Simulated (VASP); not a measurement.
Here is a VASP 6.6.1 calculation.

The input INCAR:

```
PREC = Accurate
ENCUT = 520
EDIFF = 1E-6
ISMEAR = 0
SIGMA = 0.05
LREAL = F
LASPH = T
NELM = 100
ALGO = Normal
ISIF = 2
LWAVE = F
LCHARG = F
GGA = MK
LUSE_VDW = T
AGGAC = 0.0
PARAM1 = 0.1234
PARAM2 = 0.711357
ZAB_VDW = -1.8867
IBRION = 2
NSW = 60
EDIFFG = -0.01
KPAR = 2
```

File KPOINTS:

```
Automatic mesh
0
Gamma
  10 10 3
```

Contents of POSCAR:

```
Te2Mo
1.0
    3.5182000000      0.0000000000      0.0000000000
   -1.7591000000      3.0468505800      0.0000000000
    0.0000000000      0.0000000000     14.1971776000
Te Mo
4 2
Direct
    0.3333333300      0.6666666700      0.6230315000
    0.6666666700      0.3333333300      0.1230315000
    0.3333333300      0.6666666700      0.8769685000
    0.6666666700      0.3333333300      0.3769685000
    0.3333333300      0.6666666700      0.2500000000
    0.6666666700      0.3333333300      0.7500000000
```

Potentials or basis: VASP PAW PBE potentials, release 64 (Te, Mo_sv).

Command:

```sh
$ cat potpaw_PBE.64/Te/POTCAR potpaw_PBE.64/Mo_sv/POTCAR > POTCAR
$ mpirun -np 2 vasp_std > vasp.out
```

(1) Predict the band gap on the k mesh.

(2) Predict the energy gained by relaxing.

## Answers

(1) 0.76 eV, indirect (least direct gap 1.17 eV).

(2) 1.9 meV/atom.

Caveat: spin-orbit coupling is left out, which moves the levels of the heavy elements; an odd mesh through Γ misses points on the zone boundary, where band edges often lie.

The gap isn't set beside the measured one, since this odd mesh misses points on the zone boundary.
